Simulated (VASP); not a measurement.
# MgH2 (P4_2/mnm) in VASP: settings compared, part 2 of 2

VASP 6.6.1.

**3. Relaxation of cell and atoms, PBE+D3(BJ)**

This run uses another cell than the first one, of 10.27 Å³/atom, 1.025 times its volume.

INCAR reads:

```
SYSTEM = MgH2
ALGO = Normal ; EDIFF = 1E-6
EDIFFG = -0.01 ; ENCUT = 600
GGA = PE ; IBRION = 2
ISIF = 3 ; ISMEAR = 0
IVDW = 12 ; KPAR = 2
LASPH = .TRUE. ; LCHARG = .FALSE.
LREAL = .FALSE. ; LWAVE = .FALSE.
NELM = 80 ; NSW = 90
PREC = Accurate ; SIGMA = 0.03
```

KPOINTS reads:

```
k-points
0
G
  6 6 10
  0 0 0
```

POSCAR reads:

```
MgH2
1.0
    4.5168000000      0.0000000000      0.0000000000
    0.0000000000      4.5168000000      0.0000000000
    0.0000000000      0.0000000000      3.0205000000
Mg H
2 4
Direct
    0.0000000000      0.0000000000      0.0000000000
    0.5000000000      0.5000000000      0.5000000000
    0.3060000000      0.3060000000      0.0000000000
    0.1940000000      0.8060000000      0.5000000000
    0.6940000000      0.6940000000      0.0000000000
    0.8060000000      0.1940000000      0.5000000000
```

Potentials or basis: VASP PAW PBE potentials, release 64 (Mg, H).

Started as:

```
cat potpaw_PBE.64/Mg/POTCAR potpaw_PBE.64/H/POTCAR > POTCAR
mpirun -np 2 vasp_std > vasp.out
```

OUTCAR:

```text
SYSTEM = MgH2
   EDIFF = 1E-6
   EDIFFG = -0.01
   ENCUT = 600
   GGA = PE
   IBRION = 2
   ISIF = 3
   ISMEAR = 0
   IVDW = 12
   LASPH = .TRUE.
   LREAL = .FALSE.
   NELM = 80
   NSW = 90
   PREC = Accurate
 IVDW          = 12

 ion  position               nearest neighbor table
   1  0.000  0.000  0.000-   4 1.95   6 1.95   4 1.95   6 1.95   5 1.95   3 1.95   2 3.53   2 3.53
                             2 3.53   2 3.53   2 3.53   2 3.53   2 3.53   2 3.53
   2  0.500  0.500  0.500-   3 1.95   5 1.95   3 1.95   5 1.95   4 1.95   6 1.95   1 3.53   1 3.53
                             1 3.53   1 3.53   1 3.53   1 3.53   1 3.53   1 3.53
   3  0.306  0.306  0.000-   2 1.95   2 1.95   1 1.95
   4  0.194  0.806  0.500-   1 1.95   1 1.95   2 1.95
   5  0.694  0.694  0.000-   2 1.95   2 1.95   1 1.95
   6  0.806  0.194  0.500-   1 1.95   1 1.95   2 1.95

  LATTYP: Found a simple tetragonal cell.
 ALAT       =     4.5168000000
 C/A-ratio  =     0.6687256465

  Lattice vectors:

 A1 = (   4.5168000000,   0.0000000000,   0.0000000000)
 A2 = (   0.0000000000,   4.5168000000,   0.0000000000)
 A3 = (   0.0000000000,   0.0000000000,   3.0205000000)

Analysis of symmetry for initial positions (statically):
=====================================================================
 Subroutine PRICEL returns:
 Original cell was already a primitive cell.

 Routine SETGRP: Setting up the symmetry group for a
 simple tetragonal supercell.

 Subroutine GETGRP returns: Found 16 space group operations
[... 171 lines left out ...]
  ---------------------------------------------------
  ext. energy  EPLUGINS =         0.00000000
  ---------------------------------------------------
  free energy    TOTEN  =       -17.65336236 eV

  energy without entropy =      -17.65336236  energy(sigma->0) =      -17.65336236

------------------------ aborting loop because EDIFF is reached ----------------------------------------

 Edisp (eV)   -0.80418

 E8    (eV) :    -0.2952
[... 255 lines left out ...]
--------------------------------------- Ionic step        7  -------------------------------------------

 number of electron       8.0000001 magnetization

 Free energy of the ion-electron system (eV)
  ---------------------------------------------------
  ext. energy  EPLUGINS =         0.00000000
  ---------------------------------------------------
  free energy    TOTEN  =       -17.63542487 eV

  energy without entropy =      -17.63542487  energy(sigma->0) =      -17.63542487

 E-fermi :  -0.2055     XC(G=0):  -8.5596

 val. band max:       -0.3657462049   @ k =   0.1667   0.1667   0.0000
 cond. band min:       3.4813403625   @ k =   0.3333   0.3333   0.5000
 fundamental gap:      3.8470865674
 Fermi energy:        -0.2055055306

 k-point     1 :       0.0000    0.0000    0.0000
  band No.  band energies     occupation
      1      -7.0533      2.00000
      2      -1.8740      2.00000
      3      -1.8740      2.00000
      4      -0.7894      2.00000
      5       4.3103      0.00000
      6       4.8304      0.00000
      7       9.0769      0.00000
      8       9.0769      0.00000
[... 243 lines left out ...]
 k-point    24 :       0.5000    0.0000    0.2000
  band No.  band energies     occupation
      1      -4.8106      2.00000
      2      -4.8106      2.00000
      3      -0.7366      2.00000
      4      -0.7366      2.00000
      5       5.4945      0.00000
      6       5.4945      0.00000
      7       7.6483      0.00000
      8       7.6483      0.00000

 [... further k-points ...]

------------------------ aborting loop because EDIFF is reached ----------------------------------------

 Edisp (eV)   -0.84828

 E8    (eV) :    -0.3114
[... 29 lines left out ...]
  FREE ENERGIE OF THE ION-ELECTRON SYSTEM (eV)
  ---------------------------------------------------
  free  energy   TOTEN  =       -18.4837026654 eV

  energy  without entropy=      -18.4837026654  energy(sigma->0) =      -18.48370267

 reached required accuracy - stopping structural energy minimisation
```

It took 35 s on 2 MPI ranks of Intel Xeon Platinum 8488C (Sapphire Rapids), shared host; peak memory 0.2 GiB.

Results:

- Free energy: -18.4837 eV
- Relaxed volume: 9.76 Å³/atom
- Relaxed cell: a = 4.431 Å, b = 4.431 Å, c = 2.982 Å, α = 90.00°, β = 90.00°, γ = 90.00°
- Space group after relaxing (to 0.05 Å): P4_2/mnm (No. 136)
- Energy gained by relaxing: 4.4 meV/atom
- Ionic steps: 7
- Pressure after relaxing: 0.0 GPa
- Largest force after relaxing: 0.007 eV/Å
- Band gap on the k mesh: 3.85 eV, indirect (least direct gap 4.69 eV)
- Dispersion energy per atom: -0.141 eV

Forces in eV/Å, atoms in the order of the input:
```
Mg   0.000  0.000  0.000
Mg   0.000  0.000  0.000
H    0.005  0.005  0.000
H   -0.005  0.005  0.000
H   -0.005 -0.005  0.000
H    0.005 -0.005  0.000
```

Stress tensor (GPa, compression positive):
```
-0.02  0.00  0.00
 0.00 -0.02  0.00
 0.00  0.00  0.09
```

Step by step:
```csv
step,energy change (eV),largest force (eV/Å),pressure (GPa),volume (Å³)
1,0.0000,0.0615,-2.48,61.62
2,-0.0176,0.0536,-1.36,60.22
3,-0.0249,0.0437,-0.05,58.73
4,-0.0249,0.0433,0.04,58.62
5,-0.0258,0.0207,0.03,58.59
6,-0.0262,0.0121,0.01,58.53
7,-0.0262,0.0072,0.02,58.54
```

Final structure:
```
Mg H
1.0
     4.43106    0.00000    0.00000
     0.00000    4.43106    0.00000
     0.00000    0.00000    2.98157
Mg H
2 4
Direct
  0.00000 0.00000 0.00000
  0.50000 0.50000 0.50000
  0.30403 0.30403 0.00000
  0.19597 0.80403 0.50000
  0.69597 0.69597 0.00000
  0.80403 0.19597 0.50000
```

Levels at points of the mesh, in eV from the valence-band top:
```csv
k point,band 1,band 2,band 3,band 4,band 5,band 6,band 7,band 8
"(0.00, 0.00, 0.00)",-6.69,-1.51,-1.51,-0.42,4.68,5.20,9.44,9.44
"(0.50, 0.00, 0.00)",-5.01,-5.01,-0.53,-0.53,5.44,5.44,10.29,10.29
"(0.50, 0.50, 0.00)",-3.87,-3.87,-2.88,-2.88,9.29,9.29,9.41,9.41
"(0.00, 0.00, 0.50)",-3.18,-3.18,-0.12,-0.12,6.57,6.57,6.89,6.89
"(0.50, 0.00, 0.50)",-2.39,-2.39,-1.18,-1.18,5.25,5.25,6.93,6.93
"(0.50, 0.50, 0.50)",-1.97,-1.97,-1.04,-1.04,3.95,3.95,4.12,4.12
```

A k mesh can miss the band edges.
